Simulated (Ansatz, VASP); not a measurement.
**Sr: VASP beside Ansatz**

```xyz
4
Lattice="3.9317 0.0000 0.0000 -1.9659 3.4050 0.0000 0.0000 0.0000 12.8609" Properties=species:S:1:pos:R:3 pbc="T T T"
Sr    0.0000    0.0000   12.8609
Sr    0.0000    0.0000    6.4304
Sr    0.0000    2.2700    3.2152
Sr    1.9659    1.1350    9.6457
```

Alike in both runs: task single point; functional LDA; k mesh 10 × 10 × 3; occupations fermi-dirac, width 0.1 eV; no spin polarisation.

|  | VASP | Ansatz |
| --- | --- | --- |
| version | VASP 6.6.1 | Ansatz 0.2.0 |
| potentials or method | VASP PAW LDA potentials, release 64 (Sr_sv) | plane waves (420 eV) with PAW, scalar-relativistic |
| plane-wave cutoff (eV) | 520 | 420 |
| valence electrons in the cell | 40 | 40 |

```tsv
	VASP	Ansatz	Ansatz less VASP
pressure (GPa)	2.1	2.1	0.00
```

Ansatz warned: «pseudo_functional_mismatch».
